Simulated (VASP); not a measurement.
# CoSi (P1) in VASP: reference runs

How does CoSi come out in PBE? The cell is run as given.

Everything below comes from runs of VASP 6.6.1. Logs are shortened: lines on timing, memory, paths and dates and some standing lists are left out, and cuts for length are marked.

**1. The cell of the first run**

The typed cell holds 2 atoms: a = 2.873 Å, b = 2.743 Å, c = 2.832 Å, α = 90.99°, β = 89.60°, γ = 91.61°.

The cell comes from a database or a generator and needn't be the stable form of this composition.

**2. Single point, PBE, collinear spin, ferromagnetic start**

INCAR reads:

```
SYSTEM = CoSi
ALGO = Normal ; EDIFF = 1E-7
ENCUT = 520 ; GGA = PE
ISIF = 2 ; ISMEAR = -1
ISPIN = 2 ; LASPH = .True.
LCHARG = .False. ; LMAXMIX = 4
LORBIT = 11 ; LREAL = .False.
LWAVE = .False. ; MAGMOM = 2 0
NBANDS = 18 ; NELM = 150
PREC = Accurate ; SIGMA = 0.05
```

KPOINTS reads:

```
k-points
0
Gamma
  9 10 9
  0 0 0
```

POSCAR reads:

```
CoSi
1.0
    2.8722606400     -0.0393196700      0.0097061400
   -0.0393196700      2.7429921600     -0.0240786400
    0.0097061400     -0.0240786400      2.8315353700
Co Si
1 1
Direct
    0.9210680600      0.9948622900      0.9022598400
    0.5789319400      0.5051377100      0.5977401600
```

Potentials or basis: VASP PAW PBE potentials, release 64 (Co, Si).

Started as:

```console
$ cat potpaw_PBE.64/Co/POTCAR potpaw_PBE.64/Si/POTCAR > POTCAR
$ mpirun -np 1 vasp_std > vasp.out
```

OUTCAR:

```text
SYSTEM = CoSi
   EDIFF = 1E-7
   ENCUT = 520
   GGA = PE
   ISIF = 2
   ISMEAR = -1
   ISPIN = 2
   LASPH = .True.
   LORBIT = 11
   LREAL = .False.
   NELM = 150
   PREC = Accurate

 ion  position               nearest neighbor table
   1  0.921  0.995  0.902-   2 1.85   2 1.95   2 2.48   2 2.49   2 2.58   2 2.60   2 3.04   2 3.09

   2  0.579  0.505  0.598-   1 1.85   1 1.95   1 2.48   1 2.49   1 2.58   1 2.60   1 3.04   1 3.09

  LATTYP: Found a triclinic cell.
 ALAT       =     6.2966755622
 B/A-ratio  =     1.0144112796
 C/A-ratio  =     1.3162735163
 COS(alpha) =     0.0003883382
 COS(beta)  =     0.5826308146
 COS(gamma) =     0.8102046843

  Lattice vectors:

 A1 = (  -5.7052016100,  -2.6643528200,   0.0046663600)
 A2 = (  -5.7348151400,   0.0545607000,   2.8121230900)
 A3 = (  -2.8130335800,  -5.3985073700,  -5.6246196000)

Analysis of symmetry for initial positions (statically):
=====================================================================
 Subroutine PRICEL returns:
 Original cell was already a primitive cell.

 Routine SETGRP: Setting up the symmetry group for a
 triclinic supercell.

 Subroutine GETGRP returns: Found  1 space group operations
 (whereof  1 operations were pure point group operations)
 out of a pool of  2 trial point group operations.

The static configuration has the point symmetry C_1 .

Analysis of symmetry for dynamics (positions and initial velocities):
=====================================================================
 Subroutine PRICEL returns:
 Original cell was already a primitive cell.

 Routine SETGRP: Setting up the symmetry group for a
 triclinic supercell.

 Subroutine GETGRP returns: Found  1 space group operations
 (whereof  1 operations were pure point group operations)
 out of a pool of  2 trial point group operations.

The dynamic configuration has the point symmetry C_1 .

Analysis of structural, dynamic, and magnetic symmetry:
=====================================================================
 Subroutine PRICEL returns:
 Original cell was already a primitive cell.

 Routine SETGRP: Setting up the symmetry group for a
 triclinic supercell.

 Subroutine GETGRP returns: Found  1 space group operations
 (whereof  1 operations were pure point group operations)
 out of a pool of  2 trial point group operations.

The overall configuration has the point symmetry C_1 .

 Subroutine INISYM returns: Found  1 space group operations
 (whereof  1 operations are pure point group operations),
 and found     1 'primitive' translations

----------------------------------------------------------------------------------------

                                     Primitive cell

  volume of cell :      22.3022

  direct lattice vectors                    reciprocal lattice vectors
     2.872260640 -0.039319670  0.009706140     0.348229905  0.004981627 -0.001151325
    -0.039319670  2.742992160 -0.024078640     0.004981627  0.364663869  0.003083930
     0.009706140 -0.024078640  2.831535370    -0.001151325  0.003083930  0.353195458

  length of vectors
     2.872546158  2.743379632  2.831654382     0.348267439  0.364710933  0.353210798

  position of ions in fractional coordinates (direct lattice)
     0.921068060  0.994862290  0.902259840
     0.578931940  0.505137710  0.597740160

  ion indices of the primitive-cell ions
   primitive index   ion index
                 1           1
                 2           2

----------------------------------------------------------------------------------------

 KPOINTS: k-points

Automatic generation of k-mesh.
 Grid dimensions read from file:
 generate k-points for:    9   10    9

 Generating k-lattice:

  Cartesian coordinates                     Fractional coordinates (reciprocal lattice)
     0.038692212  0.000553514 -0.000127925     0.111111111  0.000000000 -0.000000000
     0.000498163  0.036466387  0.000308393    -0.000000000  0.100000000  0.000000000
    -0.000127925  0.000342659  0.039243940     0.000000000  0.000000000  0.111111111

  Length of vectors
     0.038696382  0.036471093  0.039245644

  Shift w.r.t. Gamma in fractional coordinates (k-lattice)
     0.000000000  0.000000000  0.000000000

 Subroutine IBZKPT returns following result:
 ===========================================

 Found    406 irreducible k-points:

 Following reciprocal coordinates:
            Coordinates               Weight
  0.000000  0.000000  0.000000      1.000000
  0.111111 -0.000000  0.000000      2.000000
  0.222222 -0.000000  0.000000      2.000000
  0.333333 -0.000000  0.000000      2.000000
  0.444444 -0.000000  0.000000      2.000000
 -0.000000  0.100000  0.000000      2.000000
[... 16 lines left out ...]
 -0.111111  0.200000  0.000000      2.000000
  0.000000  0.300000  0.000000      2.000000
 [... further k-points ...]
   k-points           NKPTS =    406   k-points in BZ     NKDIM =    406   number of bands    NBANDS=     18
   number of dos      NEDOS =    301   number of ions     NIONS =      2
   total plane-waves  NPLWV =  11520
   dimension x,y,z NGX =    24 NGY =   20 NGZ =   24
   dimension x,y,z NGXF=    48 NGYF=   40 NGZF=   48
   ions per type =               1   1
   NGX,Y,Z   is equivalent  to a cutoff of  13.89, 12.12, 14.09 a.u.
   NGXF,Y,Z  is equivalent  to a cutoff of  27.78, 24.24, 28.18 a.u.
 SYSTEM =  CoSi
   PREC   = accura    normal or accurate (medium, high low for compatibility)
   ISTART =      0    job   : 0-new  1-cont  2-samecut
   ICHARG =      2    charge: 1-file 2-atom 10-const
   ISPIN  =      2    spin polarized calculation?
   LNONCOLLINEAR =      F non collinear calculations
   LSORBIT =      F    spin-orbit coupling
   LASPH  =      T    aspherical Exc in radial PAW
   ENCUT  =  520.0 eV  38.22 Ry    6.18 a.u.   5.34  5.10  5.27*2*pi/ulx,y,z
   NELM   =    150;   NELMIN=  2; NELMDL= -5     # of ELM steps
   EDIFF  = 0.1E-06   stopping-criterion for ELM
   LREAL  =      F    real-space projection
   EDIFFG = 0.1E-05   stopping-criterion for IOM
   NSW    =      0    number of steps for IOM
   IBRION =     -1    ionic relax: 0-MD 1-quasi-New 2-CG
   NFREE  =      0    steps in history (QN), initial steepest desc. (CG)
   ISIF   =      2    stress and relaxation
   ISYM   =      2    0-nonsym 1-usesym 2-fastsym
   POTIM  = 0.5000    time-step for ionic-motion
   TEBEG  =    0.0;   TEEND  =   0.0 temperature during run
   PSTRESS=    0.0 pullay stress
   NELECT =      13.0000    total number of electrons
   NUPDOWN=      -1.0000    fix difference up-down
   EMIN   =  10.00;   EMAX   =-10.00  energy-range for DOS
   EFERMI =   0.00;   METHOD = LEGACY
   ISMEAR =    -1;   SIGMA  =   0.05  broadening in eV -4-tet -1-fermi 0-gaus
   EFERMI_NEDOS =   21; number of points for ismear=-14 and -15
   IALGO  =     38    algorithm
   IMIX   =      4    mixing-type and parameters
     AMIX     =   0.40;   BMIX     =  1.00
     AMIX_MAG =   1.60;   BMIX_MAG =  1.00
  volume/ion in A,a.u.               =      11.15        75.25
  Fermi-wavevector in a.u.,A,eV,Ry     =   1.367540  2.584275 25.445135  1.870165
  Thomas-Fermi vector in A             =   2.493583
   LORBIT       =     11    0 simple, 1 ext, 2 COOP (PROOUT), +10 PAW based schemes
   GGA     = PE    functional components
   LHFCALC =     F    Hartree Fock is set to
   AEXX    =    0.0000 exact exchange contribution
   IVDW    =     0    specifies the selected vdW correction
   LEPSILON=     F    determine dielectric tensor
   LRPA    =     F    only Hartree local field effects (RPA)
 spin polarized calculation
  energy-cutoff  :      520.00
  volume of cell :       22.30
 maximum number of plane-waves:       617
 NGX is ok and might be reduce to    24
   NGX = 11   NGY = 11   NGZ = 11

 number of electron      13.0000002 magnetization       0.0001749

 Free energy of the ion-electron system (eV)
  ---------------------------------------------------
  ext. energy  EPLUGINS =         0.00000000
  ---------------------------------------------------
  free energy    TOTEN  =       -11.18378360 eV

  energy without entropy =      -11.17110097  energy(sigma->0) =      -11.17744228

 E-fermi :  11.8731     XC(G=0): -12.5873

 val. band max:       11.8714707364   @ k =   0.4444  -0.4000   0.2222
 cond. band min:      11.8760481491   @ k =  -0.3333   0.1000   0.2222
 fundamental gap:      0.0045774126
 Fermi energy:        11.8730849908

 spin component 1

 k-point     1 :       0.0000    0.0000    0.0000
  band No.  band energies     occupation
      1      -1.5868      1.00000
      2       7.5476      1.00000
      3       7.9016      1.00000
      4       9.6093      1.00000
      5      10.4572      1.00000
      6      10.7649      1.00000
[... 10 lines left out ...]
     17      35.6769      0.00000
     18      36.1740      0.00000

 k-point     2 :       0.1111   -0.0000    0.0000
  band No.  band energies     occupation
      1      -1.3698      1.00000
      2       7.4634      1.00000
      3       7.9118      1.00000
      4       9.5302      1.00000
      5      10.3477      1.00000
      6      10.7185      1.00000
[... 10 lines left out ...]
     17      34.6248      0.00000
     18      37.3534      0.00000

 k-point     3 :       0.2222   -0.0000    0.0000
  band No.  band energies     occupation
      1      -0.7325      1.00000
      2       6.9054      1.00000
      3       8.0114      1.00000
      4       9.3209      1.00000
      5      10.1129      1.00000
      6      10.6419      1.00000
[... 412 lines left out ...]
 k-point    23 :      -0.1111    0.2000    0.0000
  band No.  band energies     occupation
      1      -0.6116      1.00000
      2       7.3878      1.00000
      3       8.1075      1.00000
      4       9.3098      1.00000
      5      10.0622      1.00000
      6      10.4000      1.00000
[... 10 lines left out ...]
     17      33.7706      0.00000
     18      35.3901      0.00000

 k-point    24 :       0.0000    0.3000    0.0000
  band No.  band energies     occupation
      1       0.1549      1.00000
      2       6.4821      1.00000
      3       8.4408      1.00000
      4       9.2127      1.00000
      5       9.7453      1.00000
      6      10.5419      1.00000
[... 10 lines left out ...]
     17      32.1171      0.00000
     18      36.8511      0.00000

 [... further k-points ...]

 spin component 2

 k-point     1 :       0.0000    0.0000    0.0000
  band No.  band energies     occupation
      1      -1.5868      1.00000
      2       7.5477      1.00000
      3       7.9018      1.00000
      4       9.6094      1.00000
      5      10.4573      1.00000
      6      10.7650      1.00000
[... 10 lines left out ...]
     17      35.6769      0.00000
     18      36.1740      0.00000

 k-point     2 :       0.1111   -0.0000    0.0000
  band No.  band energies     occupation
      1      -1.3698      1.00000
      2       7.4635      1.00000
      3       7.9120      1.00000
      4       9.5303      1.00000
      5      10.3478      1.00000
      6      10.7186      1.00000
[... 10 lines left out ...]
     17      34.6248      0.00000
     18      37.3579      0.00000

 k-point     3 :       0.2222   -0.0000    0.0000
  band No.  band energies     occupation
      1      -0.7325      1.00000
      2       6.9055      1.00000
      3       8.0116      1.00000
      4       9.3210      1.00000
      5      10.1130      1.00000
      6      10.6420      1.00000
[... 412 lines left out ...]
 k-point    23 :      -0.1111    0.2000    0.0000
  band No.  band energies     occupation
      1      -0.6116      1.00000
      2       7.3879      1.00000
      3       8.1077      1.00000
      4       9.3100      1.00000
      5      10.0623      1.00000
      6      10.4001      1.00000
[... 10 lines left out ...]
     17      33.7706      0.00000
     18      35.3902      0.00000

 k-point    24 :       0.0000    0.3000    0.0000
  band No.  band energies     occupation
      1       0.1549      1.00000
      2       6.4822      1.00000
      3       8.4410      1.00000
      4       9.2128      1.00000
      5       9.7454      1.00000
      6      10.5420      1.00000
[... 10 lines left out ...]
     17      32.1171      0.00000
     18      36.8511      0.00000

 [... further k-points ...]
[... 5 lines left out ...]
  --------------------------------------------------------------------------------------
  -------------------------------------------------------------------------------------
  Total        4.6240556     10.8260626      3.1379548      1.8194594      1.6344859      6.1967462
  in kB      332.1892381    777.7375081    225.4286948    130.7088147    117.4204377    445.1703379
  external PRESSURE =     445.1184803 kB  Pullay stress =       0.0000000 kB

 VOLUME and BASIS-vectors are now :
 -----------------------------------------------------------------------------
  energy-cutoff  :      520.00
  volume of cell :       22.30
      direct lattice vectors                 reciprocal lattice vectors
     2.872260640 -0.039319670  0.009706140     0.348229905  0.004981627 -0.001151325
    -0.039319670  2.742992160 -0.024078640     0.004981627  0.364663869  0.003083930
     0.009706140 -0.024078640  2.831535370    -0.001151325  0.003083930  0.353195458

 POSITION                                       TOTAL-FORCE (eV/Angst)
 -----------------------------------------------------------------------------------
      2.61519      2.67096      2.53977         6.079315      2.031439      5.728610
      1.64878      1.34843      1.68598        -6.079315     -2.031439     -5.728610
 -----------------------------------------------------------------------------------
    total drift:                               -0.000218      0.000292      0.000133

  FREE ENERGIE OF THE ION-ELECTRON SYSTEM (eV)
  ---------------------------------------------------
  free  energy   TOTEN  =       -11.1837836033 eV

  energy  without entropy=      -11.1711009666  energy(sigma->0) =      -11.17744228

 total charge

# of ion       s       p       d       tot
------------------------------------------
    1        0.524   0.642   7.814   8.980
    2        0.790   0.951   0.000   1.741
--------------------------------------------------
tot          1.314   1.593   7.814  10.720

 magnetization (x)

# of ion       s       p       d       tot
------------------------------------------
    1        0.000   0.000   0.000   0.000
    2       -0.000   0.000   0.000   0.000
--------------------------------------------------
tot          0.000   0.000   0.000   0.000
```

Wall time 5 min (1 thread of AMD EPYC 7R13 (Zen 3), shared host); peak memory 0.31 GiB.

What came out:

- Free energy: -11.1838 eV
- Pressure: 44.5 GPa
- Largest force: 8.597 eV/Å
- Band gap on the k mesh: none (metal or under the smearing width)
- Net moment: 0.00 μB per cell
- Valence electrons inside the program's atomic spheres: Co 8.98; Si 1.74

Forces in eV/Å, atoms in the order of the input:
```
Co   6.079  2.031  5.729
Si  -6.079 -2.031 -5.729
```

Caveat: the starting moments collapsed, and a magnetic state may lie lower; so large a pressure means that the cell lies far from this level's equilibrium, or that cutoff or potentials fall short; forces of over 1 eV/Å show positions far from the minimum, so gaps and moduli don't describe the material at rest.
